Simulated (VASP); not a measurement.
# Li (Im-3m) in VASP: a series of runs

The runs below take Li through single point, with PBE.

Program: VASP 6.6.1. These are calculated values, not measurements. Logs are shortened: lines on timing, memory, paths and dates and some standing lists are left out, and cuts for length are marked.

### 1 Starting point

The structure is cubic, space group Im-3m (No. 229). Conventional cell: a = 3.434 Å, b = 3.434 Å, c = 3.434 Å, α = 90.00°, β = 90.00°, γ = 90.00°. Li (site symmetry m-3m) has 8 Li at 2.97 Å as nearest neighbours.

### 2 Single point, PBE, non-collinear spin, zero start, spin-orbit coupling

File INCAR:

```
PREC     = Accurate       # precision mode
ENCUT    = 520            # plane-wave cutoff, eV
EDIFF    = 1E-6           # SCF threshold, eV
ISMEAR   = 0              # smearing method
SIGMA    = 0.05           # smearing width, eV
LREAL    = F              # projectors in reciprocal space
LASPH    = T              # aspherical terms in the spheres
NELM     = 150            # most SCF steps
ALGO     = Fast           # electronic algorithm
ISIF     = 2              # what is computed and relaxed
LWAVE    = F              # write WAVECAR
LCHARG   = F              # write CHGCAR
MAGMOM   = 0 0 0          # initial moments
LORBIT   = 11             # projections on sites
LSORBIT  = T              # spin-orbit coupling
GGA_COMPAT= F            
LORBMOM  = T            
GGA      = PE             # functional
NBANDS   = 14             # bands
```

File KPOINTS:

```
Automatic mesh
0
Gamma
  18 18 18
```

File POSCAR:

```
Li
1.0
   -1.7170503991      1.7170503991      1.7170503991
    1.7170503991     -1.7170503991      1.7170503991
    1.7170503991      1.7170503991     -1.7170503991
Li
1
Direct
    0.0000000000      0.0000000000      0.0000000000
```

Potentials or basis: VASP PAW PBE potentials, release 64 (Li_sv).

Command:

```console
$ cat potpaw_PBE.64/Li_sv/POTCAR > POTCAR
$ mpirun -np 1 vasp_ncl > vasp.out
```

OUTCAR:

```text
PREC = Accurate
   ENCUT = 520
   EDIFF = 1E-6
   ISMEAR = 0
   LREAL = F
   LASPH = T
   NELM = 150
   ISIF = 2
   LORBIT = 11
   LSORBIT = T
   GGA = PE

 ion  position               nearest neighbor table
   1  0.000  0.000  0.000-

  LATTYP: Found a body centered cubic cell.
 ALAT       =     3.4341007982

  Lattice vectors:

 A1 = (  -1.7170503991,   1.7170503991,   1.7170503991)
 A2 = (   1.7170503991,  -1.7170503991,   1.7170503991)
 A3 = (   1.7170503991,   1.7170503991,  -1.7170503991)

Analysis of symmetry for initial positions (statically):
=====================================================================
 Subroutine PRICEL returns:
 Original cell was already a primitive cell.

 Routine SETGRP: Setting up the symmetry group for a
 body centered cubic supercell.

 Subroutine GETGRP returns: Found 48 space group operations
 (whereof 48 operations were pure point group operations)
 out of a pool of 48 trial point group operations.

The static configuration has the point symmetry O_h .

Analysis of symmetry for dynamics (positions and initial velocities):
=====================================================================
 Subroutine PRICEL returns:
 Original cell was already a primitive cell.

 Routine SETGRP: Setting up the symmetry group for a
 body centered cubic supercell.

 Subroutine GETGRP returns: Found 48 space group operations
 (whereof 48 operations were pure point group operations)
 out of a pool of 48 trial point group operations.

The dynamic configuration has the point symmetry O_h .

Analysis of structural, dynamic, and magnetic symmetry:
=====================================================================
 Subroutine PRICEL returns:
 Original cell was already a primitive cell.

 Routine SETGRP: Setting up the symmetry group for a
 body centered cubic supercell.

 Subroutine GETGRP returns: Found 48 space group operations
 (whereof 48 operations were pure point group operations)
 out of a pool of 48 trial point group operations.

The overall configuration has the point symmetry O_h .

 Subroutine INISYM returns: Found 48 space group operations
 (whereof 48 operations are pure point group operations),
 and found     1 'primitive' translations

----------------------------------------------------------------------------------------

                                     Primitive cell

  volume of cell :      20.2493

[... 164 lines left out ...]
     14      20.0171      0.00000
[... 377 lines left out ...]
      1     -45.8868      1.00000
      2     -45.8868      1.00000
      3       0.7467      0.00069
      4       0.7467      0.00069
      5       4.4173      0.00000
      6       4.4173      0.00000
      7       9.8369      0.00000
      8       9.8369      0.00000
      9      11.5947      0.00000
     10      11.5947      0.00000
     11      16.4428      0.00000
     12      16.4428      0.00000
     13      18.2306      0.00000
     14      18.2306      0.00000

 [... further k-points ...]

------------------------ aborting loop because EDIFF is reached ----------------------------------------

  FORCE on cell =-STRESS in cart. coord.  units (eV):
  Direction    XX          YY          ZZ          XY          YZ          ZX
  --------------------------------------------------------------------------------------
  -------------------------------------------------------------------------------------
  Total       -0.0032326     -0.0032326     -0.0032326      0.0000000      0.0000000     -0.0000000
  in kB       -0.2557712     -0.2557712     -0.2557712      0.0000000      0.0000000     -0.0000000
  external PRESSURE =      -0.2557712 kB  Pullay stress =       0.0000000 kB

 VOLUME and BASIS-vectors are now :
 -----------------------------------------------------------------------------
  energy-cutoff  :      520.00
  volume of cell :       20.25
      direct lattice vectors                 reciprocal lattice vectors
    -1.717050399  1.717050399  1.717050399     0.000000000  0.291197044  0.291197044
     1.717050399 -1.717050399  1.717050399     0.291197044  0.000000000  0.291197044
     1.717050399  1.717050399 -1.717050399     0.291197044  0.291197044  0.000000000

 POSITION                                       TOTAL-FORCE (eV/Angst)
 -----------------------------------------------------------------------------------
      0.00000      0.00000      0.00000         0.000000     -0.000000      0.000000
 -----------------------------------------------------------------------------------
    total drift:                               -0.000000      0.000000     -0.000000

  FREE ENERGIE OF THE ION-ELECTRON SYSTEM (eV)
  ---------------------------------------------------
  free  energy   TOTEN  =        -1.9051963024 eV

  energy  without entropy=       -1.9045135235  energy(sigma->0) =       -1.90485491

 orbital moment (x)

 # of ion     p       tot
 --------------------------------
  1         0.000   0.000
 --------------------------------
            0.000   0.000

 orbital moment (y)

 # of ion     p       tot
 --------------------------------
  1         0.000   0.000
 --------------------------------
            0.000   0.000

 orbital moment (z)

 # of ion     p       tot
 --------------------------------
  1         0.000   0.000
 --------------------------------
            0.000   0.000

 Spin-Orbit-Coupling matrix elements

 Ion:    1  E_soc:     -0.0000000
 l=   1
     0.0000000    -0.0000000    -0.0000000
    -0.0000000     0.0000000    -0.0000000
    -0.0000000    -0.0000000     0.0000000
 l=   2
     0.0000000     0.0000000     0.0000000     0.0000000     0.0000000
     0.0000000     0.0000000     0.0000000     0.0000000     0.0000000
     0.0000000     0.0000000     0.0000000     0.0000000     0.0000000
     0.0000000     0.0000000     0.0000000     0.0000000     0.0000000
     0.0000000     0.0000000     0.0000000     0.0000000     0.0000000
 l=   3
     0.0000000     0.0000000     0.0000000     0.0000000     0.0000000     0.0000000     0.0000000
     0.0000000     0.0000000     0.0000000     0.0000000     0.0000000     0.0000000     0.0000000
     0.0000000     0.0000000     0.0000000     0.0000000     0.0000000     0.0000000     0.0000000
     0.0000000     0.0000000     0.0000000     0.0000000     0.0000000     0.0000000     0.0000000
     0.0000000     0.0000000     0.0000000     0.0000000     0.0000000     0.0000000     0.0000000
     0.0000000     0.0000000     0.0000000     0.0000000     0.0000000     0.0000000     0.0000000
     0.0000000     0.0000000     0.0000000     0.0000000     0.0000000     0.0000000     0.0000000

 total charge

# of ion       s       p       d       tot
------------------------------------------
    1        2.033   0.041   0.000   2.074

 magnetization (x)

# of ion       s       p       d       tot
------------------------------------------
    1        0.000   0.000   0.000   0.000

 magnetization (y)

# of ion       s       p       d       tot
------------------------------------------
    1       -0.000   0.000   0.000   0.000

 magnetization (z)

# of ion       s       p       d       tot
------------------------------------------
    1        0.000   0.000   0.000   0.000
```

OSZICAR:

```text
N       E                     dE             d eps       ncg     rms          rms(c)
DAV:   1     0.907772689323E+01    0.90777E+01   -0.10786E+03  5468   0.390E+02
DAV:   2    -0.962378644018E+00   -0.10040E+02   -0.95634E+01  7516   0.946E+01
DAV:   3    -0.189158913937E+01   -0.92921E+00   -0.91774E+00  8610   0.193E+01
DAV:   4    -0.190663325358E+01   -0.15044E-01   -0.15039E-01  6414   0.257E+00
DAV:   5    -0.190679486073E+01   -0.16161E-03   -0.16161E-03  7022   0.255E-01    0.211E-01
RMM:   6    -0.190568991471E+01    0.11049E-02   -0.16411E-04  7754   0.854E-02    0.127E-01
RMM:   7    -0.190516965022E+01    0.52026E-03   -0.66499E-04  8156   0.155E-01    0.225E-02
RMM:   8    -0.190519081928E+01   -0.21169E-04   -0.14548E-04  8745   0.738E-02    0.283E-03
RMM:   9    -0.190519719347E+01   -0.63742E-05   -0.61632E-05  8851   0.492E-02    0.512E-03
RMM:  10    -0.190519571947E+01    0.14740E-05   -0.21677E-05  8552   0.299E-02    0.120E-02
RMM:  11    -0.190519630244E+01   -0.58298E-06   -0.86174E-06  8177   0.201E-02
   1 F= -.19051963E+01 E0= -.19048549E+01  d E =-.682779E-03  mag=     0.0000     0.0000    -0.0000
```

Wall time 64 s (1 thread of Intel Xeon 6975P-C (Granite Rapids), shared host); peak memory 0.23 GiB.

Results:

- Free energy: -1.9052 eV
- Net moment: 0.00 μB per cell
- Valence electrons inside the program's atomic spheres: Li 2.07

Moments on the atoms (μB; x, y, z):
```
Li  0.00 0.00 0.00
```

Caveat: the cutoff is under 1.25 times the usual one of these potentials, so pressure, stress and relaxed cells hold a basis-set (Pulay) error.

### 3 Single point, PBE

This run uses another cell than the first one, of 21.25 Å³/atom, 1.050 times its volume.

File INCAR:

```
SYSTEM = Li
  PREC = Accurate
  ENCUT = 520
  EDIFF = 1E-6
  ISMEAR = 0
  SIGMA = 0.05
  LREAL = .FALSE.
  LASPH = .TRUE.
  NELM = 60
  ALGO = Fast
  ISIF = 2
  LWAVE = .FALSE.
  LCHARG = .TRUE.
  GGA = PE
  LELF = .TRUE.
  LVHAR = .TRUE.
  NBANDS = 8
```

File KPOINTS:

```
regular mesh
0
G
  8 8 8
  0 0 0
```

File POSCAR:

```
Li
1.0
   -1.7450000000      1.7450000000      1.7450000000
    1.7450000000     -1.7450000000      1.7450000000
    1.7450000000      1.7450000000     -1.7450000000
Li
1
Direct
    0.0000000000      0.0000000000      0.0000000000
```

Potentials or basis: VASP PAW PBE potentials, release 64 (Li_sv).

Command:

```console
$ cat potpaw_PBE.64/Li_sv/POTCAR > POTCAR
$ mpirun -np 1 vasp_std > vasp.out
```

OUTCAR:

```text
SYSTEM = Li
   PREC = Accurate
   ENCUT = 520
   EDIFF = 1E-6
   ISMEAR = 0
   LREAL = .FALSE.
   LASPH = .TRUE.
   NELM = 60
   ISIF = 2
   GGA = PE

 ion  position               nearest neighbor table
   1  0.000  0.000  0.000-

  LATTYP: Found a body centered cubic cell.
 ALAT       =     3.4900000000

  Lattice vectors:

 A1 = (  -1.7450000000,   1.7450000000,   1.7450000000)
 A2 = (   1.7450000000,  -1.7450000000,   1.7450000000)
 A3 = (   1.7450000000,   1.7450000000,  -1.7450000000)

Analysis of symmetry for initial positions (statically):
=====================================================================
 Subroutine PRICEL returns:
 Original cell was already a primitive cell.

 Routine SETGRP: Setting up the symmetry group for a
 body centered cubic supercell.

 Subroutine GETGRP returns: Found 48 space group operations
 (whereof 48 operations were pure point group operations)
 out of a pool of 48 trial point group operations.

The static configuration has the point symmetry O_h .

Analysis of symmetry for dynamics (positions and initial velocities):
[... 163 lines left out ...]
 cond. band min:       0.5927583539   @ k =   0.3750   0.1250   0.0000
 fundamental gap:      0.1296551361
 Fermi energy:         0.5558129093

 k-point     1 :       0.0000    0.0000    0.0000
  band No.  band energies     occupation
      1     -46.1158      2.00000
      2      -3.0026      2.00000
      3      14.6118      0.00000
      4      14.6118      0.00000
      5      14.6119      0.00000
      6      19.2876      0.00000
      7      19.2876      0.00000
      8      19.2876      0.00000
[... 243 lines left out ...]
 k-point    24 :      -0.3750    0.3750    0.2500
  band No.  band energies     occupation
      1     -46.0960      2.00000
      2       0.8412      0.00000
      3       6.2111      0.00000
      4       7.6806      0.00000
      5      10.9994      0.00000
      6      12.9032      0.00000
      7      17.2314      0.00000
      8      20.2719      0.00000

 [... further k-points ...]

------------------------ aborting loop because EDIFF is reached ----------------------------------------

  FORCE on cell =-STRESS in cart. coord.  units (eV):
  Direction    XX          YY          ZZ          XY          YZ          ZX
  --------------------------------------------------------------------------------------
  -------------------------------------------------------------------------------------
  Total       -0.0818572     -0.0818572     -0.0818572     -0.0000000     -0.0000000     -0.0000000
  in kB       -6.1705147     -6.1705147     -6.1705147     -0.0000000     -0.0000000     -0.0000000
  external PRESSURE =      -6.1705147 kB  Pullay stress =       0.0000000 kB

 VOLUME and BASIS-vectors are now :
 -----------------------------------------------------------------------------
  energy-cutoff  :      520.00
  volume of cell :       21.25
      direct lattice vectors                 reciprocal lattice vectors
    -1.745000000  1.745000000  1.745000000     0.000000000  0.286532951  0.286532951
     1.745000000 -1.745000000  1.745000000     0.286532951  0.000000000  0.286532951
     1.745000000  1.745000000 -1.745000000     0.286532951  0.286532951  0.000000000

 POSITION                                       TOTAL-FORCE (eV/Angst)
 -----------------------------------------------------------------------------------
      0.00000      0.00000      0.00000         0.000000      0.000000      0.000000
 -----------------------------------------------------------------------------------
    total drift:                               -0.000000      0.000000      0.000000

  FREE ENERGIE OF THE ION-ELECTRON SYSTEM (eV)
  ---------------------------------------------------
  free  energy   TOTEN  =        -1.8913076500 eV

  energy  without entropy=       -1.8897332066  energy(sigma->0) =       -1.89052043
```

It took 4.5 s on 1 thread of Intel Xeon 6975P-C (Granite Rapids), shared host; peak memory 0.13 GiB.

What came out:

| Item | Value |
| --- | --- |
| Free energy | -1.8913 eV |
| Band gap on the k mesh | none (metal or under the smearing width) |

Levels at points of the mesh, in eV from the Fermi level:
| k point | band 1 | band 2 | band 3 | band 4 | band 5 |
| --- | --- | --- | --- | --- | --- |
| (0.00, 0.00, 0.00) | -46.67 | -3.56 | 14.06 | 14.06 | 14.06 |
| (0.50, 0.00, 0.00) | -46.66 | 0.19 | 3.04 | 9.97 | 11.40 |
| (0.50, 0.50, 0.50) | -46.64 | 5.29 | 5.29 | 5.29 | 7.51 |

Caveat: the cutoff is under 1.25 times the usual one of these potentials, so pressure, stress and relaxed cells hold a basis-set (Pulay) error.

[end of part 1 of 2]
